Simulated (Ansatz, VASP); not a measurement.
# I: VASP beside Ansatz

```xyz
1
Lattice="-1.6175 1.6175 4.2648 1.6175 -1.6175 4.2648 1.6175 1.6175 -4.2648" Properties=species:S:1:pos:R:3 pbc="T T T"
I     0.0000    0.0000    0.0000
```

Alike in both runs: task single point; functional LDA; k mesh 8 × 8 × 8; occupations gaussian, width 0.1 eV; no spin polarisation.

```csv
,VASP,Ansatz
version,VASP 6.6.1,Ansatz 0.2.0
potentials or method,"VASP PAW LDA potentials, release 64 (I)","scalar-relativistic, plane waves, PAW"
plane-wave cutoff (eV),520,420
valence electrons in the cell,7,17
```

```csv
,VASP,Ansatz,Ansatz less VASP
gap on the k mesh at the Fermi level (eV),none,none,-
pressure (GPa),-2.2,-2.2,-0.01
largest component of the traceless stress (GPa),1.09,1.08,-0.005
```

A gap of «none» marks a metal or a gap that the smearing closes. The two sets of potentials don't hold the same shells in valence.

Caveats: an odd number of electrons without spin polarisation forces a metal; a magnetic or distorted state may lie lower. Spin-orbit coupling is left out, which matters for the levels of I.
